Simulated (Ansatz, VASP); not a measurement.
**Sb: VASP beside Ansatz**

```
CELL_PARAMETERS angstrom
0.00000 2.29309 2.29309
2.29309 0.00000 2.29309
2.29309 2.29309 0.00000
ATOMIC_POSITIONS crystal
Sb 0.00000 0.00000 0.00000
```

Change from the starting cell: volume scaled by 0.92, PAW files.

Alike in both runs: task single point; functional PBEsol; k mesh 15 × 15 × 15; occupations fermi-dirac, width 0.1 eV; no spin polarisation.

```csv
,VASP,Ansatz
version,VASP 6.6.1,Ansatz 0.2.0
potentials or method,"VASP PAW PBE potentials, release 64 (Sb)","PAW with Ansatz's default frozen-core files, scalar-relativistic"
plane-wave cutoff (eV),520,420
valence electrons in the cell,5,15
```

Ansatz gave:

| Property | Result |
| --- | --- |
| pressure (GPa) | 6.7 |

Problem. Which values does VASP return?

Solution. Pressure (GPa): 6.8.

The two sets of potentials don't hold the same shells in valence.

Caveats: the PAW data sets were made with another functional, which shifts forces and pressure a little (VASP). Spin-orbit coupling is left out, which matters for the levels of Sb.
